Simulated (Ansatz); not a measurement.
The system is Si.

```
Si
1.0
    -2.37137    2.37137    1.32927
     2.37137   -2.37137    1.32927
     2.37137    2.37137   -1.32927
Si
2
Direct
  0.50000 0.50000 0.00000
  0.25000 0.75000 0.50000
```

This isn't the form of Si at room conditions, which is diamond.

Program: Ansatz 0.2.0. Alike in all runs: task band structure; potentials or basis Ansatz PAW; no spin polarisation; cell as given; k mesh 11 × 11 × 11; smearing fermi-dirac 0.05 eV.

Task: Order these runs on this cell by their pressure, lowest first.
A. level BLYP; cutoff (eV) 420
B. level LDA; cutoff (eV) 420
C. level PBEsol; cutoff (eV) 420
D. level r2SCAN; cutoff (eV) 500

Result: B (-0.9 GPa), C (0.7 GPa), D (2.4 GPa), A (10.3 GPa).

Caveats: the PAW data sets come from PBE, with cores solved anew for the run's functional, which leaves a small shift of forces and pressure; the potentials were made for another functional, which shifts forces and pressure (some runs).

Not every run made on this cell is shown here.
